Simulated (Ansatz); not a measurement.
# V: the cost of one run

Program: Ansatz 0.2.0. Level of theory: DFT PBE, scalar-relativistic. These are calculated values, not measurements.

**1. The starting structure**

Symmetry: Im-3m, No. 229, cubic system. The conventional cell has a = 3.026 Å, b = 3.026 Å, c = 3.026 Å, α = 90.00°, β = 90.00°, γ = 90.00°. Around V (site symmetry m-3m) lie 8 V at 2.62 Å.

Coordinates:

```
CELL_PARAMETERS angstrom
-1.51300 1.51300 1.51300
1.51300 -1.51300 1.51300
1.51300 1.51300 -1.51300
ATOMIC_POSITIONS crystal
V 0.00000 0.00000 0.00000
```

**2. After the deformation**

Space group Im-3m before, R-3m after.

**3. All-electron LAPW**

input.yaml

```yaml
crystal:
  lattice:
    - [-1.48274, 1.513, 1.513]
    - [1.513, -1.48274, 1.513]
    - [1.513, 1.513, -1.48274]
  atoms:
    - { symbol: V, position: [0.0, 0.0, 0.0], spin: 1.5 }
magnetization:
  spin_polarized: true
kpoints:
  mp_grid: { grid: [19, 19, 19] }
  band_path:
    path:
      - [0.0, 0.0, 0.0]
      - [0.0, 0.0, 0.5]
      - [-0.5, 0.5, 0.5]
      - [-0.7448729721, 0.2551270279, 0.2551270279]
      - [0.2551270279, 0.2551270279, 0.2551270279]
      - [0.0, 0.0, 0.0]
      - [-0.5, 0.0, 0.5]
    npoints: 5
scf:
  occupations: { method: fermi_dirac, width: 0.03 }
hamiltonian:
  xc: pbe
  pseudopotentials: { kind: all_electron, lapw: { basis_error: 0.001 } }
output:
  forces: true
  stress: true
  eigenvalues: true
```

On the command line:

```
$ ansatz run input.yaml --threads 1 --pin off --max-ram 3072MiB --backend cpu --events-out ev --progress --plain --runs-dir out
```

Q: Estimate wall time and peak memory on 1 thread of Intel Xeon Platinum 8488C (Sapphire Rapids), shared host.

About 74 s, with a peak of 0.86 GiB.
